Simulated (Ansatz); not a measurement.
The system is Se.

```
Se
1.0
     4.36620    0.00000    0.00000
    -2.18310    3.78124    0.00000
     0.00000    0.00000    4.95360
Se
3
Direct
  0.77460 0.77460 0.00000
  0.00000 0.22540 0.66667
  0.22540 0.00000 0.33333
```

* Program: Ansatz 0.2.0
* Task: single point
* Functional: PBEsol
* Potentials or basis: all-electron LAPW, scalar-relativistic
* Cutoff: 326 eV (chosen from the basis error)
* Basis error allowed: 0.001 eV/atom
* k mesh: 7 × 7 × 6
* Occupations: fermi-dirac, width 0.05 eV
* Spin: no spin polarisation

On this cell: pressure 0.2 GPa; largest force 0.283 eV/Å; band gap on the k mesh 1.14 eV, indirect (least direct gap 1.45 eV).

The same run follows on a disturbed copy (atoms moved at random, drawn with an rms of 0.05 Å):

```
Se
1.0
     4.36620    0.00000    0.00000
    -2.18310    3.78124    0.00000
     0.00000    0.00000    4.95360
Se
3
Direct
  0.77894 0.77804 0.00263
  0.00918 0.23606 0.65783
  0.22781 0.00178 0.32738
```

**Question.** What changes?

**Answer.** The energy moves by +4.1 meV/atom; pressure 0.0 GPa; largest force 0.557 eV/Å; band gap on the k mesh 0.86 eV, indirect (least direct gap 1.29 eV).

Forces in eV/Å, atoms in the order of the input:
```
Se  -0.239 -0.112 -0.491
Se  -0.149  0.017  0.318
Se   0.388  0.095  0.172
```

Stress tensor (GPa, compression positive):
```
 0.08  0.25  0.49
 0.25 -1.12  1.30
 0.49  1.30  0.91
```

Caveats: an odd mesh through Γ misses points on the zone boundary, where band edges often lie.
